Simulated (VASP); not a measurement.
# SnO2 (Cassiterite) (P4_2/mnm) in VASP: further runs, part 2 of 2

VASP 6.6.1. Earlier steps stand in the parts before.

### Step 4. Atomic charges, SCAN+MBD, spin-orbit coupling, no magnetisation

File INCAR:

```
SYSTEM = SnO2
ALGO = Normal ; EDIFF = 1E-7
ENCUT = 520 ; GGA_COMPAT = .False.
ISIF = 2 ; ISMEAR = 0
IVDW = 202 ; LASPH = .True.
LCHARG = .False. ; LMIXTAU = .True.
LORBIT = 11 ; LREAL = .False.
LSORBIT = .True. ; LWAVE = .False.
MAGMOM = 0 0 0 0 0 0 0 0 0 0 0 0 0 0 0 0 0 0 ; METAGGA = SCAN
NELM = 80 ; PREC = Accurate
SIGMA = 0.05
```

File KPOINTS:

```
k-points
0
Gamma
  5 5 6
  0 0 0
```

File POSCAR:

```
SnO2
1.0
    4.7380000000      0.0000000000      0.0000000000
    0.0000000000      4.7380000000      0.0000000000
    0.0000000000      0.0000000000      3.1865000000
Sn O
2 4
Direct
    0.5000000000      0.5000000000      0.5000000000
    0.0000000000      0.0000000000      0.0000000000
    0.8071000000      0.1929000000      0.5000000000
    0.6929000000      0.6929000000      0.0000000000
    0.1929000000      0.8071000000      0.5000000000
    0.3071000000      0.3071000000      0.0000000000
```

Potentials or basis: VASP PAW PBE potentials, release 64 (Sn_d, O).

Launch:

```
cat potpaw_PBE.64/Sn_d/POTCAR potpaw_PBE.64/O/POTCAR > POTCAR
mpirun -np 1 vasp_ncl > vasp.out
```

OUTCAR:

```text
SYSTEM = SnO2
   EDIFF = 1E-7
   ENCUT = 520
   ISIF = 2
   ISMEAR = 0
   IVDW = 202
   LASPH = .True.
   LORBIT = 11
   LREAL = .False.
   LSORBIT = .True.
   METAGGA = SCAN
   NELM = 80
   PREC = Accurate
  IVDW = 202

 ion  position               nearest neighbor table
   1  0.500  0.500  0.500-   4 2.05   6 2.05   4 2.05   6 2.05   5 2.06   3 2.06   2 3.71   2 3.71
                             2 3.71   2 3.71   2 3.71   2 3.71   2 3.71   2 3.71
   2  0.000  0.000  0.000-   3 2.05   5 2.05   3 2.05   5 2.05   4 2.06   6 2.06   1 3.71   1 3.71
                             1 3.71   1 3.71   1 3.71   1 3.71   1 3.71   1 3.71
   3  0.807  0.193  0.500-   2 2.05   2 2.05   1 2.06
   4  0.693  0.693  0.000-   1 2.05   1 2.05   2 2.06
   5  0.193  0.807  0.500-   2 2.05   2 2.05   1 2.06
   6  0.307  0.307  0.000-   1 2.05   1 2.05   2 2.06

  LATTYP: Found a simple tetragonal cell.
 ALAT       =     4.7380000000
 C/A-ratio  =     0.6725411566

  Lattice vectors:

 A1 = (   4.7380000000,   0.0000000000,   0.0000000000)
 A2 = (   0.0000000000,   4.7380000000,   0.0000000000)
 A3 = (   0.0000000000,   0.0000000000,   3.1865000000)

Analysis of symmetry for initial positions (statically):
=====================================================================
 Subroutine PRICEL returns:
 Original cell was already a primitive cell.

 Routine SETGRP: Setting up the symmetry group for a
 simple tetragonal supercell.

 Subroutine GETGRP returns: Found 16 space group operations
 (whereof  8 operations were pure point group operations)
 out of a pool of 16 trial point group operations.

The static configuration has the point symmetry D_2h.
 The point group associated with its full space group is D_4h.

Analysis of symmetry for dynamics (positions and initial velocities):
=====================================================================
 Subroutine PRICEL returns:
 Original cell was already a primitive cell.

 Routine SETGRP: Setting up the symmetry group for a
 simple tetragonal supercell.

 Subroutine GETGRP returns: Found 16 space group operations
 (whereof  8 operations were pure point group operations)
 out of a pool of 16 trial point group operations.

The dynamic configuration has the point symmetry D_2h.
 The point group associated with its full space group is D_4h.

Analysis of structural, dynamic, and magnetic symmetry:
=====================================================================
 Subroutine PRICEL returns:
 Original cell was already a primitive cell.

 Routine SETGRP: Setting up the symmetry group for a
 simple tetragonal supercell.

 Subroutine GETGRP returns: Found 16 space group operations
 (whereof  8 operations were pure point group operations)
 out of a pool of 16 trial point group operations.

The overall configuration has the point symmetry D_2h.
 The point group associated with its full space group is D_4h.

 Subroutine INISYM returns: Found 16 space group operations
 (whereof  8 operations are pure point group operations),
 and found     1 'primitive' translations

----------------------------------------------------------------------------------------

[... 1723 lines left out ...]
  Hirshfeld charges:
            ion         q(e)
   ------------------------------
      1     Sn       0.66430071
      2     Sn       0.66430071
      3     O       -0.33215035
      4     O       -0.33215035
      5     O       -0.33215035
      6     O       -0.33215035

  Tkatchenko/Scheffler method for vdW energy calculation

  Edisp (eV):   -0.53762

  FORCE on cell =-STRESS in cart. coord.  units (eV):
  Direction    XX          YY          ZZ          XY          YZ          ZX
  --------------------------------------------------------------------------------------
  -------------------------------------------------------------------------------------
  Total       0.72970     0.72970     1.20350     0.00000     0.00000     0.00000
  in kB      16.34364    16.34364    26.95576     0.00000     0.00000     0.00000
  external pressure =       19.88 kB  Pullay stress =        0.00 kB

 VOLUME and BASIS-vectors are now :
 -----------------------------------------------------------------------------
  energy-cutoff  :      520.00
  volume of cell :       71.53
      direct lattice vectors                 reciprocal lattice vectors
     4.738000000  0.000000000  0.000000000     0.211059519  0.000000000  0.000000000
     0.000000000  4.738000000  0.000000000     0.000000000  0.211059519  0.000000000
     0.000000000  0.000000000  3.186500000     0.000000000  0.000000000  0.313823945

 POSITION                                       TOTAL-FORCE (eV/Angst)
 -----------------------------------------------------------------------------------
      2.36900      2.36900      1.59325         0.000000     -0.000000      0.000000
      0.00000      0.00000      0.00000         0.000000     -0.000000      0.000000
      3.82404      0.91396      1.59325        -0.190162      0.190162      0.000000
      3.28296      3.28296      0.00000         0.190162      0.190162      0.000000
      0.91396      3.82404      1.59325         0.190162     -0.190162     -0.000000
      1.45504      1.45504      0.00000        -0.190162     -0.190162     -0.000000
 -----------------------------------------------------------------------------------
    total drift:                               -0.000000      0.000000      0.000000

  FREE ENERGIE OF THE ION-ELECTRON SYSTEM (eV)
  ---------------------------------------------------
  free  energy   TOTEN  =      -108.2649188853 eV

  energy  without entropy=     -108.2649188853  energy(sigma->0) =     -108.26491889

 Spin-Orbit-Coupling matrix elements

 Ion:    1  E_soc:     -0.0688981
 l=   1
     0.0000000    -0.0059994    -0.0058828
    -0.0059994     0.0000000    -0.0059994
    -0.0058828    -0.0059994     0.0000000
 l=   2
     0.0000000    -0.0010814     0.0000000    -0.0010814    -0.0044448
    -0.0010814     0.0000000    -0.0033130    -0.0010940    -0.0011200
     0.0000000    -0.0033130     0.0000000    -0.0033130     0.0000000
    -0.0010814    -0.0010940    -0.0033130     0.0000000    -0.0011200
    -0.0044448    -0.0011200     0.0000000    -0.0011200     0.0000000
 l=   3
     0.0000000     0.0000000     0.0000000     0.0000000     0.0000000     0.0000000     0.0000000
     0.0000000     0.0000000     0.0000000     0.0000000     0.0000000     0.0000000     0.0000000
     0.0000000     0.0000000     0.0000000     0.0000000     0.0000000     0.0000000     0.0000000
     0.0000000     0.0000000     0.0000000     0.0000000     0.0000000     0.0000000     0.0000000
[... 89 lines left out ...]
 l=   2
     0.0000000     0.0000000     0.0000000     0.0000000     0.0000000
     0.0000000     0.0000000     0.0000000     0.0000000     0.0000000
     0.0000000     0.0000000     0.0000000     0.0000000     0.0000000
     0.0000000     0.0000000     0.0000000     0.0000000     0.0000000
     0.0000000     0.0000000     0.0000000     0.0000000     0.0000000
 l=   3
     0.0000000     0.0000000     0.0000000     0.0000000     0.0000000     0.0000000     0.0000000
     0.0000000     0.0000000     0.0000000     0.0000000     0.0000000     0.0000000     0.0000000
     0.0000000     0.0000000     0.0000000     0.0000000     0.0000000     0.0000000     0.0000000
     0.0000000     0.0000000     0.0000000     0.0000000     0.0000000     0.0000000     0.0000000
     0.0000000     0.0000000     0.0000000     0.0000000     0.0000000     0.0000000     0.0000000
     0.0000000     0.0000000     0.0000000     0.0000000     0.0000000     0.0000000     0.0000000
     0.0000000     0.0000000     0.0000000     0.0000000     0.0000000     0.0000000     0.0000000

 total charge

# of ion       s       p       d       tot
------------------------------------------
    1        0.847   1.124  10.396  12.367
    2        0.847   1.124  10.396  12.367
    3        1.568   3.548   0.000   5.116
    4        1.568   3.548   0.000   5.116
    5        1.568   3.548   0.000   5.116
    6        1.568   3.548   0.000   5.116
--------------------------------------------------
tot          7.968  16.439  20.792  45.199

 magnetization (x)

# of ion       s       p       d       tot
------------------------------------------
    1        0.000   0.000   0.000   0.000
    2        0.000   0.000   0.000   0.000
    3        0.000   0.000   0.000   0.000
    4        0.000   0.000   0.000   0.000
    5        0.000   0.000   0.000   0.000
    6        0.000   0.000   0.000   0.000
--------------------------------------------------
tot          0.000   0.000   0.000   0.000

 magnetization (y)

# of ion       s       p       d       tot
------------------------------------------
    1        0.000   0.000   0.000   0.000
    2        0.000   0.000   0.000   0.000
    3        0.000   0.000   0.000   0.000
    4        0.000   0.000   0.000   0.000
    5        0.000   0.000   0.000   0.000
    6        0.000   0.000   0.000   0.000
--------------------------------------------------
tot          0.000   0.000   0.000   0.000

 magnetization (z)

# of ion       s       p       d       tot
------------------------------------------
    1       -0.000   0.000   0.000  -0.000
    2        0.000   0.000   0.000   0.000
    3        0.000   0.000   0.000   0.000
    4        0.000   0.000   0.000   0.000
    5        0.000   0.000   0.000   0.000
    6        0.000   0.000   0.000   0.000
--------------------------------------------------
tot         -0.000   0.000   0.000  -0.000
```

Run time: 15 min. Hardware: 1 thread of Intel Xeon Platinum 8488C (Sapphire Rapids), shared host; peak memory 0.45 GiB.

What came out:

```
Free energy                                           : -108.2649 eV
Pressure                                              : 2.0 GPa
Largest force                                         : 0.269 eV/Å
Valence electrons inside the program's atomic spheres : Sn 12.37; O 5.12
Hirshfeld charges                                     : Sn +0.66; O -0.33 e
Dispersion energy per atom                            : -0.090 eV
```

Forces in eV/Å, atoms in the order of the input:
```
Sn   0.000  0.000  0.000
Sn   0.000  0.000  0.000
O   -0.190  0.190  0.000
O    0.190  0.190  0.000
O    0.190 -0.190  0.000
O   -0.190 -0.190  0.000
```

Stress tensor (GPa, compression positive):
```
1.63 0.00 0.00
0.00 1.63 0.00
0.00 0.00 2.70
```

Caveat: the PAW data sets were made with another functional, which shifts forces and pressure a little.
